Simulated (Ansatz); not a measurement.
# Be (P6_3/mmc) in Ansatz: a series of runs

The runs below take Be through relaxation of cell and atoms, with PBEsol.

Everything below comes from runs of Ansatz 0.2.0. Logs are shortened: lines on timing, memory, paths and dates and some standing lists are left out, and cuts for length are marked.

### Step 1. The structure

The structure is hexagonal, space group P6_3/mmc (No. 194). Conventional cell: a = 2.285 Å, b = 2.285 Å, c = 3.584 Å, α = 90.00°, β = 90.00°, γ = 120.00°. Be (site symmetry -6m2) is surrounded by 12 Be at 2.23 to 2.29 Å.

### Step 2. Relaxation of cell and atoms, PBEsol

input.yaml reads:

```yaml
crystal:
  lattice:
    - [2.2853, 0.0, 0.0]
    - [-1.14265, 1.9791278553, 0.0]
    - [0.0, 0.0, 3.5842]
  atoms:
    - { symbol: Be, position: [0.6666666667, 0.3333333333, 0.75] }
    - { symbol: Be, position: [0.3333333333, 0.6666666667, 0.25] }
hamiltonian:
  xc: pbesol
  pseudopotentials: { kind: paw }
kpoints:
  mp_grid: { grid: [13, 13, 8] }
scf:
  occupations: { method: fermi_dirac, width: 0.05 }
output:
  forces: true
  stress: true
  eigenvalues: true
  write_density: true
  write_potential: true
  elf: true
  volumetric_format: npy
relax:
  f_tol: 0.01
  max_steps: 40
  cell: { stress_tol: 0.05 }
```

Potentials or basis: Ansatz PAW.

Command:

```sh
> ansatz run input.yaml --threads 2 --pin off --max-ram 5632MiB --backend cpu --events-out ev --progress --plain --runs-dir out
```

The log of the run:

```text
Warning: RAYON_NUM_THREADS=2 ignored (pool sized by the plan → 2); use --threads N
Engine: ansatz 0.2.0, aarch64-unknown-linux-gnu
Pseudopotentials: kind: paw
Pseudopotential: Be, paw, valence charge 2, recommended cutoff 420 eV (normal), Be.paw.azcp
Functional definition: PBEsol
  exchange = pbesol_x
  correlation = pbesol_c
Crystal: 2 atoms, lattice volume = 16.211 Å³
Basis set: ecut = 420 eV, 311 PW (Γ), exchange–correlation on 32×32×48 points (8 copies of the dense FFT grid, shifted against one another)
Bands: 6, of which v1, the nominal top of the filled ones, is band 2 counted from 1 (1 counted from 0)
Symmetry: 24 space group operations
Space group: P63/mmc (ITA 194), of the structure as read, at distance tolerance 2.5e-5 Å
k-points: 105 of 1352
Non-local potential: Be, projectors of the file, l = 0: 2, l = 1: 2, l = 2: 1
PAW form: soft (Blöchl's): semilocal exchange-correlation on the pseudo side does not see the compensation charge
PAW frozen core: Be, regenerated for the run's functional, and the local potential with it (the file was generated under x = pbe(κ = 0.804, μ = 0.2195149727645171), c = pbe(β = 0.06672455060314922))
PAW one-centre angular grid: Be, 110 points (default); XC on 64 Gauss nodes
Initial density: superposition of atomic densities (neutral atoms: chi_scale 0, normalization atom), corrected by the library's trained network
Initial wavefunctions: pseudopotential atomic-orbital guess
Functional: x = pbesol(κ = 0.804, μ = 0.12345679012345678), c = pbesol(β = 0.046)
SCF iter   1: F=—  HF=-180.691384 eV  |F-HF|=—  |Δ(HF+E_count)|=         —  Δρ=1.21e-3  dr2=1.79e-4  ethr=1.77e-3  ⟨swp⟩=5.4  Hψ=5699  notcnv=0
preconditioner: auto → none  [insulator: Δε(μ)=0.139 eV  Ē_g=12.658 eV  σ=0.050 eV  W_gap=0.60  n_scr=2 (ndim 8)  ℏωp=18.4 eV  f_vac=0.000  D(μ)=0.13/eV (n_scr^D=0)  ε∞_Penn≈3.1]
SCF iter   2: F=—  HF=-180.691318 eV  |F-HF|=—  |Δ(HF+E_count)|=   6.63e-5  Δρ=5.65e-4  dr2=3.71e-5  ethr=4.47e-6  ⟨swp⟩=1.4  Hψ=1509  notcnv=0
SCF iter   3: F=—  HF=-180.691347 eV  |F-HF|=—  |Δ(HF+E_count)|=   2.90e-5  Δρ=1.59e-5  dr2=1.68e-8  ethr=9.27e-7  ⟨swp⟩=1.7  Hψ=748  notcnv=0
iter 4 did not close the SCF: its close was put off for the readings that it lacked (scf_convergence_deferred on its scf_iter line)
SCF iter   4: F=-180.691347 eV  HF=-180.691347 eV  |F-HF|=5.14e-11  |Δ(HF+E_count)|=   4.33e-8  Δρ=2.05e-6  dr2=2.87e-10  ethr=4.19e-10  ⟨swp⟩=1.9  Hψ=773  notcnv=0
iter 5 did not close the SCF: its close was put off for the readings that it lacked (scf_convergence_deferred on its scf_iter line)
SCF iter   5: F=-180.691347 eV  HF=-180.691347 eV  |F-HF|=6.82e-13  |Δ(HF+E_count)|=  3.85e-11  Δρ=3.08e-7  dr2=8.19e-12  ethr=7.16e-12  ⟨swp⟩=1.2  Hψ=654  notcnv=0
SCF iter   6: F=-180.691347 eV  HF=-180.691347 eV  |F-HF|=0.00e0  |Δ(HF+E_count)|=  3.41e-13  Δρ=1.48e-8  dr2=2.84e-14  ethr=1.00e-12  ⟨swp⟩=3.0  Hψ=1995  notcnv=0
SCF 1 converged in 6 iterations: F = -180.691347 eV  dr2 = 2.84e-14
relax step   1: F+E_penalty+E_count = -180.69134681 eV  Δ(F+E_penalty+E_count) = +0.000e0 eV  max|allowed force component| = 9.252e-17 eV/Å  Δτ_max = 0.0000 Å  P = -3.852 GPa  Ω = 16.211 Å³  (6 SCF iters, accepted)
Crystal: 2 atoms, lattice volume = 15.908 Å³
Initial density: handed on by an earlier stage of this run
Initial wavefunctions: those handed on with the density
iter 1 solved again at ethr=6.50e-7 eV; its pass at ethr=3.10e-3 eV (dr2=2.60e-5 eV) is discarded
SCF iter   1: F=—  HF=-180.696642 eV  |F-HF|=—  |Δ(HF+E_count)|=         —  Δρ=5.34e-4  dr2=2.59e-5  ethr=6.50e-7  ⟨swp⟩=2.2  Hψ=6187  notcnv=0
preconditioner: auto → none  [insulator: Δε(μ)=0.135 eV  Ē_g=12.826 eV  σ=0.050 eV  W_gap=0.59  n_scr=2 (ndim 8)  ℏωp=18.6 eV  f_vac=0.000  D(μ)=0.13/eV (n_scr^D=0)  ε∞_Penn≈3.1]
SCF iter   2: F=—  HF=-180.696684 eV  |F-HF|=—  |Δ(HF+E_count)|=   4.18e-5  Δρ=2.54e-4  dr2=5.45e-6  ethr=6.47e-7  ⟨swp⟩=1.0  Hψ=630  notcnv=0
SCF iter   3: F=-180.696682 eV  HF=-180.696682 eV  |F-HF|=7.15e-10  |Δ(HF+E_count)|=   1.35e-6  Δρ=6.28e-6  dr2=1.84e-9  ethr=5.00e-9  ⟨swp⟩=5.5  Hψ=2492  notcnv=0
SCF 2 converged in 3 iterations: F = -180.696682 eV  dr2 = 1.84e-9
relax step   2: F+E_penalty+E_count = -180.69668226 eV  Δ(F+E_penalty+E_count) = -5.335e-3 eV  max|allowed force component| = 2.220e-16 eV/Å  Δτ_max = 0.0000 Å  P = -1.663 GPa  Ω = 15.908 Å³  energy of the carried Pulay correction = +4.905e-5 eV  (3 SCF iters, dr2 threshold 2.00e-7 eV, accepted)
Crystal: 2 atoms, lattice volume = 15.681 Å³
iter 1 solved again at ethr=2.47e-7 eV; its pass at ethr=3.10e-3 eV (dr2=9.89e-6 eV) is discarded
SCF iter   1: F=—  HF=-180.697811 eV  |F-HF|=—  |Δ(HF+E_count)|=         —  Δρ=3.68e-4  dr2=9.86e-6  ethr=2.47e-7  ⟨swp⟩=2.3  Hψ=6160  notcnv=0
preconditioner: auto → none  [insulator: Δε(μ)=0.150 eV  Ē_g=12.959 eV  σ=0.050 eV  W_gap=0.64  n_scr=2 (ndim 8)  ℏωp=18.8 eV  f_vac=0.000  D(μ)=0.12/eV (n_scr^D=0)  ε∞_Penn≈3.1]
SCF iter   2: F=—  HF=-180.697849 eV  |F-HF|=—  |Δ(HF+E_count)|=   3.80e-5  Δρ=1.79e-4  dr2=2.16e-6  ethr=2.46e-7  ⟨swp⟩=1.0  Hψ=630  notcnv=0
SCF iter   3: F=-180.697849 eV  HF=-180.697849 eV  |F-HF|=2.71e-10  |Δ(HF+E_count)|=   3.54e-7  Δρ=3.74e-6  dr2=7.46e-10  ethr=5.00e-9  ⟨swp⟩=5.2  Hψ=2483  notcnv=0
SCF 3 converged in 3 iterations: F = -180.697849 eV  dr2 = 7.46e-10
relax step   3: F+E_penalty+E_count = -180.69784889 eV  Δ(F+E_penalty+E_count) = -1.167e-3 eV  max|allowed force component| = 4.626e-16 eV/Å  Δτ_max = 0.0000 Å  P = +0.074 GPa  Ω = 15.681 Å³  energy of the carried Pulay correction = +8.657e-5 eV  (3 SCF iters, dr2 threshold 2.00e-7 eV, accepted)
Crystal: 2 atoms, lattice volume = 15.691 Å³
iter 1 solved again at ethr=4.22e-9 eV; its pass at ethr=3.10e-3 eV (dr2=1.69e-7 eV) is discarded
SCF iter   1: F=—  HF=-180.697813 eV  |F-HF|=—  |Δ(HF+E_count)|=         —  Δρ=4.06e-5  dr2=1.67e-7  ethr=4.22e-9  ⟨swp⟩=2.1  Hψ=6212  notcnv=0
preconditioner: auto → none  [insulator: Δε(μ)=0.143 eV  Ē_g=12.952 eV  σ=0.050 eV  W_gap=0.62  n_scr=2 (ndim 8)  ℏωp=18.7 eV  f_vac=0.000  D(μ)=0.12/eV (n_scr^D=0)  ε∞_Penn≈3.1]
SCF iter   2: F=-180.697852 eV  HF=-180.697852 eV  |F-HF|=4.54e-9  |Δ(HF+E_count)|=   3.95e-5  Δρ=2.01e-5  dr2=4.01e-8  ethr=1.14e-9  ⟨swp⟩=4.4  Hψ=2420  notcnv=0
SCF 4 converged in 2 iterations: F = -180.697852 eV  dr2 = 4.01e-8
relax step   4: F+E_penalty+E_count = -180.69785228 eV  Δ(F+E_penalty+E_count) = -3.393e-6 eV  max|allowed force component| = 1.295e-16 eV/Å  Δτ_max = 0.0000 Å  P = +0.002 GPa  Ω = 15.691 Å³  energy of the carried Pulay correction = +8.480e-5 eV  (2 SCF iters, dr2 threshold 4.56e-8 eV, accepted)
iter 1 solved again at ethr=1.40e-10 eV; its pass at ethr=3.10e-3 eV (dr2=5.60e-9 eV) is discarded
SCF iter   1: F=—  HF=-180.697813 eV  |F-HF|=—  |Δ(HF+E_count)|=         —  Δρ=8.70e-6  dr2=5.60e-9  ethr=1.40e-10  ⟨swp⟩=2.0  Hψ=6214  notcnv=0
preconditioner: auto → none  [insulator: Δε(μ)=0.145 eV  Ē_g=12.952 eV  σ=0.050 eV  W_gap=0.62  n_scr=2 (ndim 8)  ℏωp=18.7 eV  f_vac=0.000  D(μ)=0.12/eV (n_scr^D=0)  ε∞_Penn≈3.1]
SCF iter   2: F=-180.697853 eV  HF=-180.697853 eV  |F-HF|=1.02e-10  |Δ(HF+E_count)|=   3.96e-5  Δρ=4.84e-6  dr2=1.84e-9  ethr=1.40e-10  ⟨swp⟩=7.0  Hψ=3657  notcnv=0
SCF 5 converged in 2 iterations: F = -180.697853 eV  dr2 = 1.84e-9
relax step   5: F+E_penalty+E_count = -180.69785279 eV  Δ(F+E_penalty+E_count) = -5.072e-7 eV  max|allowed force component| = 9.252e-17 eV/Å  Δτ_max = 0.0000 Å  P = -0.002 GPa  Ω = 15.691 Å³  energy of the carried Pulay correction = +8.480e-5 eV  (2 SCF iters, dr2 threshold 6.44e-9 eV, accepted)
Initial wavefunctions: pseudopotential atomic-orbital guess (no wavefunctions were taken with the density)
iter 1 solved again at ethr=1.51e-9 eV; its pass at ethr=3.10e-3 eV (dr2=6.03e-8 eV) is discarded
SCF iter   1: F=—  HF=-180.697741 eV  |F-HF|=—  |Δ(HF+E_count)|=         —  Δρ=1.76e-5  dr2=5.58e-9  ethr=1.51e-9  ⟨swp⟩=3.2  Hψ=7612  notcnv=0
SCF iter   2: F=—  HF=-180.697781 eV  |F-HF|=—  |Δ(HF+E_count)|=   3.97e-5  Δρ=9.22e-6  dr2=1.71e-9  ethr=1.39e-10  ⟨swp⟩=2.0  Hψ=842  notcnv=0
SCF iter   3: F=—  HF=-180.697781 eV  |F-HF|=—  |Δ(HF+E_count)|=   2.95e-9  Δρ=8.11e-7  dr2=3.99e-11  ethr=4.28e-11  ⟨swp⟩=2.0  Hψ=835  notcnv=0
SCF iter   4: F=-180.697781 eV  HF=-180.697781 eV  |F-HF|=1.99e-12  |Δ(HF+E_count)|=  1.45e-11  Δρ=2.86e-7  dr2=4.71e-12  ethr=1.00e-12  ⟨swp⟩=4.0  Hψ=1579  notcnv=0
SCF 6 converged in 4 iterations: F = -180.697781 eV  dr2 = 4.71e-12
relax step   6: F+E_penalty+E_count = -180.69778051 eV  Δ(F+E_penalty+E_count) = +7.228e-5 eV  max|allowed force component| = 9.252e-17 eV/Å  Δτ_max = 0.0000 Å  P = -0.010 GPa  Ω = 15.691 Å³  stress off target by 1.27e-2 GPa  SCF on the basis re-selected at this cell (its energy is not comparable with the rows above)  (4 SCF iters)
basis re-selected at this cell: Δ(F+E_penalty+E_count) = +7.228e-5 eV, ΔP = -0.008 GPa vs the last step (what re-selecting the basis moved, of the pressure what is left beyond the Pulay correction that the steps carried, after the strain that the cell walked since its last selection, with what the two solves' SCF thresholds leave and, on support functions, any second-order correction that the steps lacked; it is no measure of the basis error at this ecutwfc). This SCF's stress stands 1.27e-2 GPa from its target on what of the cell is left free (relax.cell.stress_tol is 5.00e-2 GPa) and its largest allowed force component is 9.25e-17 eV/Å (relax.f_tol is 1.00e-2 eV/Å): within both
SCF converged after 4 iterations
Free energy (F): -180.697781 eV
Harris-Foulkes:  -180.697781 eV  (|F-HF|=1.99e-12)
Internal energy: -180.696721 eV  (E = F + TS)
E sigma→0 (E₀):  -180.697251 eV
Entropy (-TS):   -0.001060 eV (-0.530 meV/atom)
Fermi energy:    8.007940 eV
--- Per-component energies (eV) ---
  E_band       = 12.382203
  E_kinetic    = 42.343469
  E_local      = 5.673816  (includes V_loc(G=0)·N_el)
  E_nonlocal   = 8.875684
  E_hartree    = 0.083871
  E_xc         = -39.517271
  E_vxc        = -41.936995  (∫ρ·V_xc dr)
  E_paw        = -114.477033  (= ΣΔE_a)
  E_vpaw       = -2.741513  (= ΣTr[D̂ρ^β])
  E_aug_tail   = -0.000001  (compensation charges beyond the density's cutoff)
  E_ewald      = -83.698319
  E_core_change = 0.019063  (= ΣΔE_core)
  E_smearing   = -0.001060  (= −TS)
  E_closure    = 0.000000  (closes the sum)
  Σ components = -180.697781   (vs F -180.697781, Δ=0.00e0)
--- Forces (eV/Å), atoms counted from 1 ---
  atom   1  Be     0.00000000    -0.00000000     0.00000000
  atom   2  Be    -0.00000000     0.00000000    -0.00000000
  max |Σ_I F_I| component: 3.70e-17 eV/Å
--- Stress (GPa, compression-positive) ---
       -0.008394       0.000000       0.000000
        0.000000      -0.008394       0.000000
        0.000000       0.000000      -0.012654
  P = ⅓ Tr σ = -0.0098 GPa (-0.098 kbar)
--- Band table (eV; the first three rows and the last of 105) ---
  k-point 0: bands = ["-3.1994", "3.7414", "9.4096", "24.1602", "24.1602", "27.0517"]
  k-point 1: bands = ["-3.0631", "2.9997", "10.4711", "24.2856", "24.2856", "27.0082"]
  k-point 2: bands = ["-2.6543", "1.5825", "12.8392", "24.6476", "24.6476", "25.7884"]
  k-point 104: bands = ["6.4877", "6.4877", "9.0393", "9.0393", "14.6708", "14.6708"]
--- Relaxed structure (5 steps of the walk, 5 accepted, 1 SCFs on fresh bases) ---
  F+E_penalty+E_count = -180.69778051 eV   max|allowed force component| = 9.252e-17 eV/Å   (the final SCF, on the basis selected at the relaxed cell)
  cell:  # Å, volume = 15.6914 Å³
    - [2.2612800350043822, 1.1129967865320933e-32, -3.76795787107219e-33]
    - [-1.1306400175021911, 1.9583259553843597, -1.1068205481054922e-32]
    - [-5.909558745630654e-33, -2.345640240573398e-32, 3.543419909122666]
  atoms:
    - { symbol: Be, position: [0.6666666666666666, 0.3333333333333333, 0.7500000000000001] }
    - { symbol: Be, position: [0.3333333333333333, 0.6666666666666666, 0.25000000000000006] }
```

It took 2.6 s on 2 threads of Arm Neoverse V2, shared host; peak memory 0.27 GiB.

Results:

```
Free energy                            : -180.6978 eV
Relaxed volume                         : 7.85 Å³/atom
Relaxed cell                           : a = 2.261 Å, b = 2.261 Å, c = 3.543 Å, α = 90.00°, β = 90.00°, γ = 120.00°
Space group after relaxing (to 0.05 Å) : P6_3/mmc (No. 194)
Energy gained by relaxing              : 3.2 meV/atom
Ionic steps                            : 6
Pressure after relaxing                : 0.0 GPa
Band gap on the k mesh                 : none (metal or under the smearing width)
```

The path:
| step | energy change (eV) | largest force (eV/Å) | volume (Å³) |
| --- | --- | --- | --- |
| 1 | 0.0000 | 0.0000 | 16.21 |
| 2 | -0.0053 | 0.0000 | 15.91 |
| 3 | -0.0065 | 0.0000 | 15.68 |
| 4 | -0.0065 | 0.0000 | 15.69 |
| 5 | -0.0065 | 0.0000 | 15.69 |
| 6 | -0.0064 | 0.0000 | 15.69 |

Final structure:
```yaml
crystal:
  lattice:
    - [2.26128, 0.00000, 0.00000]
    - [-1.13064, 1.95833, 0.00000]
    - [0.00000, 0.00000, 3.54342]
  atoms:
    - { symbol: Be, position: [0.66667, 0.33333, 0.75000] }
    - { symbol: Be, position: [0.33333, 0.66667, 0.25000] }
```

Levels at points of the mesh, in eV from the Fermi level:
| k point | band 1 | band 2 | band 3 | band 4 | band 5 |
| --- | --- | --- | --- | --- | --- |
| (0.00, 0.00, 0.00) | -11.21 | -4.27 | 1.40 | 16.15 | 16.15 |
| (0.00, 0.00, -0.50) | -9.03 | -9.03 | 11.08 | 11.08 | 17.84 |

Caveat: the plane-wave basis is chosen anew once the cell has moved, so the energies of steps on either side of that aren't comparable; the PAW data sets come from PBE, with cores solved anew for the run's functional, which leaves a small shift of forces and pressure.

### Step 3. Relaxation of cell and atoms, PBEsol, target pressure 2 GPa, at which the enthalpy is minimised

Edit input.yaml of step 2 so:

```diff
@@ -19,6 +19,2 @@
   eigenvalues: true
-  write_density: true
-  write_potential: true
-  elf: true
-  volumetric_format: npy
 relax:
@@ -26,2 +22,2 @@
   max_steps: 40
-  cell: { stress_tol: 0.05 }
+  cell: { stress_tol: 0.05, p_target: 2.0 }
```

Potentials or basis: Ansatz PAW.

Command:

```sh
> ansatz run input.yaml --threads 2 --pin off --max-ram 5632MiB --backend cpu --events-out ev --progress --plain --runs-dir out
```

It took 2.1 s on 2 threads of Arm Neoverse V2, shared host; peak memory 0.27 GiB.

It converged, with:

```yaml
Free_energy: -180.6963 eV
Relaxed_volume: 7.72 Å³/atom
Relaxed_cell: a = 2.249 Å, b = 2.249 Å, c = 3.526 Å, α = 90.00°, β = 90.00°, γ = 120.00°
Space_group_after_relaxing_to_0.05_Å: P6_3/mmc (No. 194)
Energy_change_on_relaxing_the_enthalpy_is_what_falls: -2.5 meV/atom
Ionic_steps: 5
Pressure_after_relaxing: 2.0 GPa
Band_gap_on_the_k_mesh: none (metal or under the smearing width)
```

Step by step:
```
step  energy change (eV)  largest force (eV/Å)  volume (Å³)
   1              0.0000                0.0000        16.21
   2             -0.0064                0.0000        15.75
   3             -0.0048                0.0000        15.43
   4             -0.0050                0.0000        15.45
   5             -0.0049                0.0000        15.45
```

Final structure:
```cif
data_structure
_symmetry_space_group_name_H-M 'P 1'
_symmetry_Int_Tables_number 1
_cell_length_a 2.2490
_cell_length_b 2.2490
_cell_length_c 3.5263
_cell_angle_alpha 90.000
_cell_angle_beta 90.000
_cell_angle_gamma 120.000
_cell_volume 15.45
loop_
_atom_site_label
_atom_site_type_symbol
_atom_site_fract_x
_atom_site_fract_y
_atom_site_fract_z
_atom_site_occupancy
Be1 Be 0.66667 0.33333 0.75000 1
Be2 Be 0.33333 0.66667 0.25000 1
```

Levels at points of the mesh, in eV from the Fermi level:
| k point | band 1 | band 2 | band 3 | band 4 | band 5 |
| --- | --- | --- | --- | --- | --- |
| (0.00, 0.00, 0.00) | -11.29 | -4.32 | 1.45 | 16.37 | 16.37 |
| (0.00, 0.00, -0.50) | -9.10 | -9.10 | 11.20 | 11.20 | 18.07 |

Caveat: the plane-wave basis is chosen anew once the cell has moved, so the energies of steps on either side of that aren't comparable; the PAW data sets come from PBE, with cores solved anew for the run's functional, which leaves a small shift of forces and pressure.
